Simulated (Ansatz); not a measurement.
# Pb under changes of volume

One of the cells (30.323 Å³/atom); the others are scaled copies at fixed shape and fractional positions:

```
CELL_PARAMETERS angstrom
0.00000 2.47502 2.47502
2.47502 0.00000 2.47502
2.47502 2.47502 0.00000
ATOMIC_POSITIONS crystal
Pb 0.00000 0.00000 0.00000
```

```yaml
Program: Ansatz 0.2.0
Functional: PBE
Potentials_or_basis: Ansatz PAW
Cutoff: "420 eV (not typed: the program's choice for these potentials)"
k_mesh: 9 × 9 × 9
Occupations: fermi-dirac, width 0.05 eV
Spin: no spin polarisation
```

```csv
volume (Å³/atom),energy over the lowest point (meV/atom),pressure (GPa)
28.503,?,?
29.110,35.67,4.6
29.716,20.58,3.4
30.323,9.99,2.3
30.929,3.37,1.3
31.535,0.18,0.4
32.142,0.00,-0.3
```

What does the run at 28.503 Å³/atom give?

Energy over the lowest point 55.77 meV/atom; pressure 6.0 GPa.

Worked out: A Birch-Murnaghan fit of order 3 (a polynomial in V^(-2/3)) to the other rows has its minimum at 31.87 Å³/atom with B0 = V·E''(V) = 39 GPa and B' = 6.3. It gives 55.97 meV/atom at 28.503 Å³/atom, against the run's 55.77, and -dE/dV = 6.1 GPa, against 6.0.

Energies are extrapolated to zero smearing.
